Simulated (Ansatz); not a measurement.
TiAl under changes of volume

One of the cells (16.653 Å³/atom); the others are scaled copies at fixed shape and fractional positions:

```
CELL_PARAMETERS angstrom
2.86726 0.00000 0.00000
-1.43363 2.48312 0.00000
0.00000 0.00000 4.67808
ATOMIC_POSITIONS crystal
Ti 0.00000 0.00000 0.00000
Al 0.33333 0.66667 0.50000
```

The cell comes from a database or a generator and needn't be the stable form of this composition.

```yaml
Program: Ansatz 0.2.0
Functional: r2SCAN
Potentials_or_basis: Ansatz PAW
Cutoff: "500 eV (not typed: the program's choice for these potentials)"
k_mesh: 11 × 11 × 6
Occupations: fermi-dirac, width 0.05 eV
Spin: no spin polarisation
```

```tsv
volume (Å³/atom)	energy over the lowest point (meV/atom)	pressure (GPa)
15.654	15.72	6.5
15.987	5.15	3.8
16.320	0.07	1.2
16.653	0.00	-1.1
16.986	?	?
17.320	13.13	-5.1
17.653	25.53	-6.8
```

What does the run at 16.986 Å³/atom give?

Energy over the lowest point 4.49 meV/atom; pressure -3.2 GPa.

Worked out: A Birch-Murnaghan fit of order 3 (a polynomial in V^(-2/3)) to the other rows has its minimum at 16.49 Å³/atom with B0 = V·E''(V) = 113 GPa and B' = 3.7 at fixed shape and positions, which overstates the stiffness. It gives 4.48 meV/atom at 16.986 Å³/atom, against the run's 4.49, and -dE/dV = -3.2 GPa, against -3.2.

Energies are extrapolated to zero smearing.

Caveats: the PAW data sets come from PBE, with cores solved anew for the run's functional, which leaves a small shift of forces and pressure.
